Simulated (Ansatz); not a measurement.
# A series in volume scale on BaTiO₃

All results are calculated (Ansatz 0.2.0). Free energy against uniform scaling of the volume at fixed shape and fractions; periodic cell, basis, potentials, k mesh and filling as listed.

The cell before it is scaled or strained (space group R3m, No. 160):
```
CELL_PARAMETERS angstrom
2.82740 1.63240 2.31840
-2.82740 1.63240 2.31840
0.00000 -3.26480 2.31840
ATOMIC_POSITIONS crystal
Ba 0.00000 0.00000 0.00000
Ti 0.48450 0.48450 0.48450
O 0.50860 0.50860 0.01750
O 0.01750 0.50860 0.50860
O 0.50860 0.01750 0.50860
```

Settings of every row: functional PBEsol; dispersion none; potentials PAW; wave cutoff 420 eV; density cutoff 1680 eV; k mesh 6x6x6; k shift 0x0x0; occupations fixed; smearing width 0 eV; spin none.

Limits: no spin-orbit coupling, which can matter with elements this heavy.

```
row  volume scale  V (Å³/atom)  energy above lowest point (meV/atom)  pressure (GPa)
  1          0.88         11.3                                 110.3           27.33
  2          0.92       11.813                                  42.2           15.63
  3          0.96       12.327                                   7.6            6.26
  4             1       12.841                                     0           -1.25
  5          1.04       13.354                                     ?               ?
  6          1.08       13.868                                  45.4           -12.1
  7          1.12       14.381                                  90.6          -15.95
```

Question: what energy above lowest point and pressure should row 5 give?

Worked fit of energy above lowest point. Take u = (V_r/V)^(2/3) − 1 with V_r = 12.584 Å³ an atom, which is twice the finite (Eulerian) strain; such expansions in the strain, on which the Birch-Murnaghan equation of state is built, carry the rest volume and the bulk modulus. The shown rows have u = 0.07439, 0.04305, 0.01385, -0.01339, -0.06272, -0.08514. Least squares give energy above lowest point = 0.8 + 270.9 × u + 15878 × u² + 3600 × u³ meV/atom; a parabola predicts inner rows, each left out in turn, worse (root mean square 0.54 against 0.036 meV/atom). All shown rows lie on it to the printed digit. Its lowest point lies at u = -0.0086, or V = 12.75 Å³ an atom, and the curvature there gives the bulk modulus at fixed shape and fractions, B = (4/9)(1 + u)² E″(u)/V = 173 GPa. Letting shape and atoms relax would as a rule lower it, by much in layered, chain or molecular crystals. The withheld row has u = -0.03882, so the fit gives 0.8 + 270.9 × (-0.03882) + 15878 × (-0.03882)² + 3600 × (-0.03882)³ = 14.0 meV/atom.

The calculation gave 14 meV/atom. The fit meets it to the printed digit.

Worked fit of pressure. Take u = (V_r/V)^(2/3) − 1 with V_r = 12.584 Å³ an atom, which is twice the finite (Eulerian) strain; such expansions in the strain, on which the Birch-Murnaghan equation of state is built, carry the rest volume and the bulk modulus. The shown rows have u = 0.07439, 0.04305, 0.01385, -0.01339, -0.06272, -0.08514. Least squares give pressure = 2.296 + 275.31 × u + 773 × u² + 667 × u³ GPa; a parabola predicts inner rows, each left out in turn, worse (root mean square 0.1 against 0.0084 GPa). All shown rows lie on it to the printed digit. The pressure vanishes at u = -0.0085, or V = 12.75 Å³ an atom, and there the bulk modulus at fixed shape and fractions is B = −V dP/dV = (2/3)(1 + u) dP/du = 173 GPa. Letting shape and atoms relax would as a rule lower it, by much in layered, chain or molecular crystals. The withheld row has u = -0.03882, so the fit gives 2.296 + 275.31 × (-0.03882) + 773 × (-0.03882)² + 667 × (-0.03882)³ = -7.27 GPa.

The calculation gave -7.27 GPa. The fit meets it to the printed digit.
